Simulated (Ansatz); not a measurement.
Is this As structure a true minimum?

The cell was found from a structure generator's guess, not taken from experiment.

These are results of DFT PBE, scalar-relativistic, plane waves, PAW (Ansatz 0.2.0), not measurements. Plane waves to 420 eV, a k mesh through Γ of 8×8×8 on the computed 4-atom cell and Gaussian smearing (0.02 eV); no spin polarisation.

The cell below (4 atoms, space group I2_13 (No. 199)) is relaxed within its symmetry.

```
As
1.0
    -2.90484    2.90484    2.90484
     2.90484   -2.90484    2.90484
     2.90484    2.90484   -2.90484
As
4
Direct
  0.07295 0.07295 0.07295
  0.50000 0.00000 0.42705
  0.00000 0.42705 0.50000
  0.42705 0.50000 0.00000
```

For the test a repeat of it with 8 atoms (edges 5.03, 5.03, 8.22 Å) was strained at random (σ = 1.5 % a component), the atoms were moved at random (σ = 0.05 Å), and all was relaxed again on a coarse 4×4×2 mesh (in the run’s order of axes) with 0.10 eV smearing, with no symmetry imposed.

Question: What happens?

Answer: It returns, within 1 meV/atom of the unmoved cell on that mesh and with the same symmetry when read at 0.1 Å (P1 at 0.01 Å, so small strains and shifts remain). No instability shows in this cell; modes of other wave vectors, which need another repeat, aren't tested.
